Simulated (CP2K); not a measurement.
**C in CP2K: the effect of pseudo set**

The system is C.

```xyz
8
Lattice="2.5221 0.0000 0.0000 -1.2611 2.1842 0.0000 0.0000 0.0000 8.2371" Properties=species:S:1:pos:R:3 pbc="T T T"
C     1.2611    0.7281    6.9501
C     0.0000    1.4561    2.8315
C     1.2611    0.7281    5.4056
C     0.0000    1.4561    1.2870
C     0.0000    0.0000    7.4649
C     0.0000    0.0000    3.3463
C     0.0000    0.0000    4.8908
C     0.0000    0.0000    0.7722
```

This is a hexagonal form of diamond, not graphite.

Alike in all runs:

```yaml
Program: CP2K 2026.2
Task: band structure
Functional: PBE
Density_cutoff: 6123 eV
k_mesh: 9 × 9 × 3
Occupations: fermi-dirac, width 0.05 eV
Spin: no spin polarisation
```

```tsv
pseudo set	gap on the mesh (eV)	pressure (GPa)
PBE	4.61	3.5
PADE	?	?
BLYP	4.68	2.4
SCAN	4.76	0.3
PBE0	4.59	3.2
```

Question: What does the run with pseudo set PADE give?

Answer: gap on the mesh 4.82 eV; pressure -8.1 GPa.

Caveats: the basis of atomic orbitals isn't converged, which shifts pressures, moduli and gaps; the potentials were made for another functional, which shifts forces and pressure (some runs).

